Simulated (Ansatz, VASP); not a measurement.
## Pb: VASP beside Ansatz

INCAR

```
  PREC = Accurate
  ENCUT = 520
  EDIFF = 1E-7
  ISMEAR = -1
  SIGMA = 0.1
  LREAL = False
  LASPH = True
  NELM = 60
  ALGO = Normal
  ISIF = 2
  LWAVE = False
  LCHARG = False
  GGA = RP
  NBANDS = 13
```

KPOINTS

```
Automatic mesh
0
Gamma
  12 12 12
```

Contents of POSCAR:

```
Pb
1.0
   -2.0774050444      2.0774050444      2.0774050444
    2.0774050444     -2.0774050444      2.0774050444
    2.0774050444      2.0774050444     -2.0774050444
Pb
1
Direct
    0.0000000000      0.0000000000      0.0000000000
```

Input for Ansatz:

```yaml
crystal:
  lattice:
    - [-2.0774050444, 2.0774050444, 2.0774050444]
    - [2.0774050444, -2.0774050444, 2.0774050444]
    - [2.0774050444, 2.0774050444, -2.0774050444]
  atoms:
    - { symbol: Pb, position: [0.0, 0.0, 0.0] }
hamiltonian:
  xc: rpbe
  pseudopotentials:
    kind: paw
    azcp:
      Pb: "pseudopotentials/Pb.paw.azcp"
basis:
  ecutwfc: 420
  fft_grid_basis: typed
kpoints:
  mp_grid: { grid: [12, 12, 12], shift: [0, 0, 0] }
magnetization:
  spin_polarized: false
scf:
  occupations: { method: fermi_dirac, width: 0.1 }
  lower_state_search: "off"
output:
  stress: true
```

Alike in both runs: task single point; functional RPBE; k mesh 12 × 12 × 12; occupations fermi-dirac, width 0.1 eV; no spin polarisation.

```csv
,VASP,Ansatz
version,VASP 6.6.1,Ansatz 0.2.0
potentials or method,"VASP PAW PBE potentials, release 64 (Pb_d)","plane waves (420 eV) with PAW, scalar-relativistic"
plane-wave cutoff (eV),520,420
valence electrons in the cell,14,14
```

```tsv
	VASP	Ansatz	Ansatz less VASP
pressure (GPa)	-2.1	-2.0	+0.05
```

With one functional, cell and mesh, what is left measures potentials, basis and numerics.

Caveats: the PAW data sets were made with another functional, which shifts forces and pressure a little (VASP). Spin-orbit coupling is left out, which matters for the levels of Pb.
